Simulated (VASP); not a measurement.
# VSi23 (a cell with a defect) in VASP: notebook, part 2 of 2

VASP 6.6.1. Earlier steps stand in the parts before.

## (3) Single point, PBEsol+U, collinear spin, ferromagnetic start

Contents of INCAR:

```
SYSTEM = VSi23
PREC     = Accurate       ! precision mode
ENCUT    = 350            ! plane-wave cutoff, eV
EDIFF    = 1E-5           ! SCF threshold, eV
ISMEAR   = 0              ! smearing method
SIGMA    = 0.03           ! smearing width, eV
LREAL    = Auto         
LASPH    = .TRUE.         ! aspherical terms in the spheres
NELM     = 120            ! most SCF steps
ALGO     = Normal         ! electronic algorithm
ISIF     = 2              ! what is computed and relaxed
LWAVE    = .FALSE.        ! write WAVECAR
LCHARG   = .FALSE.        ! write CHGCAR
ISPIN    = 2              ! spin polarisation
MAGMOM   = 0.4 0 0 0 0 0 0 0 0 0 0 0 0 0 0 0 0 0 0 0 0 0 0 0 ! initial moments
LORBIT   = 11             ! projections on sites
LMAXMIX  = 4              ! l up to which the mixer works
LDAU     = .TRUE.         ! DFT+U
LDAUTYPE = 2            
LDAUL    = 2 -1           ! shell
LDAUU    = 3 0            ! U, eV
LDAUJ    = 0 0          
LDAUPRINT= 1            
GGA      = PS             ! functional
NBANDS   = 74             ! bands
NELECT   = 106.0
```

Contents of KPOINTS:

```
regular mesh
0
G
  2 3 3
  0 0 0
```

Contents of POSCAR:

```
VSi23
1.0
    0.0000000000      8.1555000000      8.1555000000
    5.4370000000      0.0000000000      5.4370000000
    5.4370000000      5.4370000000      0.0000000000
V Si
1 23
Direct
    0.0000000000      0.0000000000      0.0000000000
    0.0000000000      0.0000000000      0.5000000000
    0.0000000000      0.5000000000      0.0000000000
    0.0000000000      0.5000000000      0.5000000000
    0.3333330000      0.0000000000      0.0000000000
    0.3333330000      0.0000000000      0.5000000000
    0.3333330000      0.5000000000      0.0000000000
    0.3333330000      0.5000000000      0.5000000000
    0.6666670000      0.0000000000      0.0000000000
    0.6666670000      0.0000000000      0.5000000000
    0.6666670000      0.5000000000      0.0000000000
    0.6666670000      0.5000000000      0.5000000000
    0.0833333333      0.1250000000      0.1250000000
    0.0833333333      0.1250000000      0.6250000000
    0.0833333333      0.6250000000      0.1250000000
    0.0833333333      0.6250000000      0.6250000000
    0.4166663333      0.1250000000      0.1250000000
    0.4166663333      0.1250000000      0.6250000000
    0.4166663333      0.6250000000      0.1250000000
    0.4166663333      0.6250000000      0.6250000000
    0.7500003333      0.1250000000      0.1250000000
    0.7500003333      0.1250000000      0.6250000000
    0.7500003333      0.6250000000      0.1250000000
    0.7500003333      0.6250000000      0.6250000000
```

Potentials or basis: VASP PAW PBE potentials, release 64 (V_sv, Si).

Run with:

```
> cat potpaw_PBE.64/V_sv/POTCAR potpaw_PBE.64/Si/POTCAR > POTCAR
> mpirun -np 1 vasp_std > vasp.out
```

OUTCAR:

```text
SYSTEM = VSi23
   PREC = Accurate
   ENCUT = 350
   EDIFF = 1E-5
   ISMEAR = 0
   LREAL = Auto
   LASPH = .TRUE.
   NELM = 120
   ISIF = 2
   ISPIN = 2
   LORBIT = 11
   GGA = PS
   NELECT = 106.0

 ion  position               nearest neighbor table
   1  0.000  0.000  0.000-  21 2.35  13 2.35  15 2.35  14 2.35
   2  0.000  0.000  0.500-  22 2.35  14 2.35  16 2.35  13 2.35
   3  0.000  0.500  0.000-  23 2.35  15 2.35  13 2.35  16 2.35
   4  0.000  0.500  0.500-  24 2.35  16 2.35  14 2.35  15 2.35
   5  0.333  0.000  0.000-  13 2.35  17 2.35  19 2.35  18 2.35
   6  0.333  0.000  0.500-  14 2.35  18 2.35  20 2.35  17 2.35
[... 16 lines left out ...]
  23  0.750  0.625  0.125-   3 2.35  11 2.35   9 2.35  12 2.35
  24  0.750  0.625  0.625-   4 2.35  12 2.35  11 2.35  10 2.35

  LATTYP: Found a face centered orthorhombic cell.
 ALAT       =     7.6890791386
[... 1394 lines left out ...]
      2.71850      5.43700      2.71850         0.013475     -0.081893      0.011542
[... 16 lines left out ...]
      4.07775      6.79625      9.51475        -0.027028     -0.001645      0.039864
      6.79625      9.51475      9.51475         0.005892      0.017674      0.017674
 -----------------------------------------------------------------------------------
    total drift:                                0.001509     -0.000913     -0.000913

  FREE ENERGIE OF THE ION-ELECTRON SYSTEM (eV)
  ---------------------------------------------------
  free  energy   TOTEN  =      -129.4116088328 eV

  energy  without entropy=     -129.4079721072  energy(sigma->0) =     -129.40979047

 total charge

# of ion       s       p       d       tot
------------------------------------------
    1        2.340   6.177   3.092  11.609
    2        0.765   0.924   0.000   1.689
    3        0.765   0.924   0.000   1.689
    4        0.764   0.929   0.000   1.693
    5        0.759   0.937   0.000   1.696
    6        0.758   0.938   0.000   1.695
[... 16 lines left out ...]
   23        0.754   0.944   0.000   1.698
   24        0.753   0.945   0.000   1.698
--------------------------------------------------
tot         19.827  27.854   3.092  50.773

 magnetization (x)

# of ion       s       p       d       tot
------------------------------------------
    1       -0.002  -0.002  -0.110  -0.114
    2       -0.003  -0.002   0.000  -0.005
    3       -0.003  -0.002   0.000  -0.005
    4       -0.004  -0.007   0.000  -0.011
    5        0.001   0.004   0.000   0.005
    6       -0.000   0.002   0.000   0.002
[... 16 lines left out ...]
   23        0.000   0.000   0.000   0.001
   24        0.000  -0.000   0.000  -0.000
--------------------------------------------------
tot         -0.002   0.002  -0.110  -0.110
```

It took 27 min on 1 thread of Intel Xeon Platinum 8488C (Sapphire Rapids), shared host; peak memory 0.61 GiB.

Results:

| Quantity | Value |
| --- | --- |
| Free energy | -129.4116 eV |
| Largest force | 0.628 eV/Å |
| Band gap on the k mesh | none (metal or under the smearing width) |
| Net moment | -0.16 μB per cell |
| Site moments | V -0.11; Si -0.01, +0.01, +0.00, -0.00 μB |
| Valence electrons inside the program's atomic spheres | V 11.61; Si 1.69, 1.70, 1.74 |

Forces on the atoms (eV/Å):
```
V   -0.024  0.020  0.020
Si  -0.033  0.011  0.010
Si  -0.033  0.010  0.011
Si  -0.005  0.025  0.025
Si   0.118 -0.020 -0.020
Si   0.013 -0.082  0.012
Si   0.013  0.012 -0.082
Si   0.002 -0.036 -0.036
Si   0.073 -0.012 -0.012
Si   0.019 -0.030  0.003
Si   0.019  0.003 -0.030
Si  -0.017  0.008  0.008
Si   0.213  0.256  0.256
Si  -0.295 -0.142  0.234
Si  -0.295  0.234 -0.142
Si   0.042 -0.020 -0.020
Si  -0.204  0.078  0.078
Si   0.049  0.061 -0.053
Si   0.049 -0.053  0.061
Si   0.006 -0.004 -0.004
Si   0.335 -0.376 -0.376
Si  -0.027  0.040 -0.002
Si  -0.027 -0.002  0.040
Si   0.006  0.018  0.018
```

Eigenvalues of the final occupation matrices:
```
    site  spin  trace               eigenvalues
site 1 d     1   1.50  0.14 0.15 0.30 0.37 0.53
site 1 d     2   1.62  0.16 0.17 0.36 0.38 0.55
```

Caveat: the cell is charged against a uniform background, so pressure and absolute levels hang on convention; the PAW data sets were made with another functional, which shifts forces and pressure a little; the U is typed as a test and isn't derived for this compound.

## (4) Single point, PBEsol+U, collinear spin, ferromagnetic start

Edit INCAR of step 3 so:

```diff
@@ -9,3 +9,3 @@
 NELM     = 120            ! most SCF steps
-ALGO     = Normal         ! electronic algorithm
+ALGO     = All            ! electronic algorithm
 ISIF     = 2              ! what is computed and relaxed
@@ -14,3 +14,3 @@
 ISPIN    = 2              ! spin polarisation
-MAGMOM   = 0.4 0 0 0 0 0 0 0 0 0 0 0 0 0 0 0 0 0 0 0 0 0 0 0 ! initial moments
+MAGMOM   = 2 0 0 0 0 0 0 0 0 0 0 0 0 0 0 0 0 0 0 0 0 0 0 0 ! initial moments
 LORBIT   = 11             ! projections on sites
@@ -25,2 +25,3 @@
 NBANDS   = 74             ! bands
-NELECT   = 106.0
+NELECT   = 106.0        
+ISYM     = 0
```

KPOINTS is that of step 3.

POSCAR is that of step 3.

Run with:

```
> cat potpaw_PBE.64/V_sv/POTCAR potpaw_PBE.64/Si/POTCAR > POTCAR
> mpirun -np 1 vasp_std > vasp.out
```

It took 12 min on 1 thread of Intel Xeon Platinum 8488C (Sapphire Rapids), shared host; peak memory 0.98 GiB.

The run converged. Its results:

| Property | Result |
| --- | --- |
| Free energy | -130.2108 eV |
| Largest force | 1.054 eV/Å |
| Band gap on the k mesh | 0.41 eV, indirect (least direct gap 0.53 eV) |
| Net moment | 2.00 μB per cell |
| Site moments | V +2.00; Si +0.01, -0.00, +0.00, -0.04, -0.01 μB |
| Valence electrons inside the program's atomic spheres | V 11.66; Si 1.69, 1.70, 1.75 |

Forces on the atoms (eV/Å):
```
V   -0.068  0.047  0.047
Si  -0.036  0.009  0.229
Si  -0.036  0.229  0.009
Si  -0.225  0.032  0.032
Si   0.219 -0.046 -0.046
Si  -0.008 -0.173  0.032
Si  -0.008  0.032 -0.173
Si  -0.007 -0.027 -0.027
Si   0.199 -0.026 -0.026
Si   0.016 -0.174  0.014
Si   0.016  0.013 -0.174
Si  -0.015 -0.006 -0.006
Si   0.444  0.437  0.437
Si  -0.448 -0.428  0.435
Si  -0.448  0.435 -0.428
Si   0.067 -0.053 -0.053
Si  -0.285  0.126  0.126
Si   0.032  0.132 -0.068
Si   0.032 -0.068  0.132
Si   0.024  0.016  0.016
Si   0.605 -0.610 -0.610
Si  -0.052  0.090 -0.030
Si  -0.052 -0.030  0.090
Si   0.034  0.043  0.043
```

Levels at points of the mesh, in eV from the valence-band top:
Spin up:
| k point | band 50 | band 51 | band 52 | band 53 | band 54 | band 55 | band 56 | band 57 | band 58 | band 59 |
| --- | --- | --- | --- | --- | --- | --- | --- | --- | --- | --- |
| (0.00, 0.00, 0.00) | -0.64 | -0.53 | -0.43 | -0.36 | -0.35 | 0.69 | 0.83 | 0.83 | 0.84 | 1.24 |
| (0.50, 0.00, 0.00) | -0.88 | -0.76 | -0.72 | -0.42 | -0.32 | 0.50 | 0.74 | 0.76 | 0.83 | 1.01 |
Spin down:
| k point | band 49 | band 50 | band 51 | band 52 | band 53 | band 54 | band 55 | band 56 |
| --- | --- | --- | --- | --- | --- | --- | --- | --- |
| (0.00, 0.00, 0.00) | -0.52 | -0.13 | -0.05 | -0.04 | 0.50 | 0.73 | 0.83 | 0.83 |
| (0.50, 0.00, 0.00) | -0.58 | -0.58 | -0.18 | -0.11 | 0.41 | 0.61 | 0.63 | 0.81 |

Eigenvalues of the final occupation matrices:
| site | spin | trace | eigenvalues |
| --- | --- | --- | --- |
| site 1 d | 1 | 2.59 | 0.35 0.38 0.38 0.74 0.74 |
| site 1 d | 2 | 0.60 | 0.02 0.02 0.18 0.19 0.19 |

Caveat: the cell is charged against a uniform background, so pressure and absolute levels hang on convention; the PAW data sets were made with another functional, which shifts forces and pressure a little; the U is typed as a test and isn't derived for this compound.
